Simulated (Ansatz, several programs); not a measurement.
KBr, CsCl type, relaxed with PBE in Ansatz (plane waves, PAW): it is cubic, Pm-3m (No. 221); a = 4.039 Å in the conventional setting, 32.95 Å³ an atom. K has 8 Br at 3.50 Å; Br has 8 K at 3.50 Å. The cell was then scaled with its shape and fractional coordinates held. No spin polarisation and no zero-point or thermal motion; the cell was built from a prototype and may be hypothetical.

```
V (Å³/atom)  E (meV/atom)
     30.972          6.54
     31.961          1.54
     32.949          0.00
     34.926          5.17
```

Problem. Pass a cubic E = c₀ + c₁u + c₂u² + c₃u³, with u = V − 32.702 Å³, through these points.

Solution. c₀ = 0.09, c₁ = -0.746, c₂ = 1.566, c₃ = -0.0913 (meV and Å³).

Problem. Where is the minimum, and what bulk modulus follows?

Solution. dE/du = 0 at u = +0.244, so V₀ = 32.95 Å³. B = V₀ d²E/dV² = 32.95 × (2c₂ + 6c₃u) = 32.95 × 2.998 = 99 meV/Å³, and 1 meV/Å³ is 0.16022 GPa: 16 GPa. A third-order Birch-Murnaghan fit to all five points gives 32.95 Å³ and 16 GPa.

Problem. Predict the energy and the pressure at the withheld volume, 33.938 Å³.

Solution. With u = +1.236: E ≈ 1.39 meV and P = −dE/dV ≈ -0.43 GPa. The run gives 1.37 meV and, from its stress, -0.43 GPa.
